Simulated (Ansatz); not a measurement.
**Magnetic states of cobalt, fcc**

These are results of DFT, revPBE, plane waves (420 eV) with PAW, scalar-relativistic in Ansatz 0.2.0, not measurements. The PAW files were generated under PBE, with cores re-solved for the functional.

Each start was relaxed and then solved on a dense mesh, with Fermi-Dirac smearing of 0.05 eV (0.1 eV in a metal without spin) extrapolated to zero. Rows within 2 meV/atom of each other tie.

(1) Where does each start end, and how do the energies compare? Starts: ferromagnetic; non-magnetic.

Results:

(1) 
```
        start                                 ends  ΔE (meV/atom)  V (Å³/atom)
ferromagnetic  ferromagnetic, net 1.68 μB per atom            0.0        11.14
 non-magnetic                    spin not included          212.3        10.51
```
